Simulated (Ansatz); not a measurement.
# Ligand exchange: C3H7Br + C2H7AlS → C3H8S + C2H6AlBr

Species: C3H7Br (1-bromopropane) `CCCBr`, singlet; C2H7AlS `C[CH2][AlH][SH]`, singlet; C3H8S (1-propanethiol) `CCCS`, singlet; C2H6AlBr `C[CH2][AlH][Br]`, singlet. The partners trade Br for SH: C–Br and Al–SH bonds give way to C–SH and Al–Br.

Shapes, held fixed at every level: PBE0-D4/def2-TZVP. Flexible molecules stand in one conformer, not always the lowest. Programs: Ansatz 0.2.0. Electronic energies: no zero-point or thermal term.

```
              level                    kind  ΔE (kJ/mol)  less CCSD(T)/def2-TZVPP  CPU time (sum over the molecules)
B3LYP-D4/def2-TZVPP           global hybrid        -45.8                     -0.9                               78 s
 PBE0-D4/def2-TZVPP           global hybrid        -46.9                     -2.0                               50 s
 wB97M-V/def2-TZVPP  range-separated hybrid        -48.9                     -4.0                            3.2 min
  B2PLYP/def2-TZVPP           double hybrid        -46.5                     -1.6                               91 s
     MP2/def2-TZVPP     perturbation theory        -46.7                     -1.8                                  –
    CCSD/def2-TZVPP   coupled cluster or CI        -46.9                     -2.0                                  –
 CCSD(T)/def2-TZVPP   coupled cluster or CI        -44.9                      0.0                             33 min
```

The highest level, CCSD(T)/def2-TZVPP, gives ΔE = -44.9 kJ/mol; the levels span -48.9 to -44.9. The column of differences is taken from that level and isn't an error. No measured value is set beside it here. Relativity is left out for Br unless named. Correlated rows may include outer-core shells of Br, which these sets cover unevenly. Times are processor times on shared x86 and Arm servers, and rough.
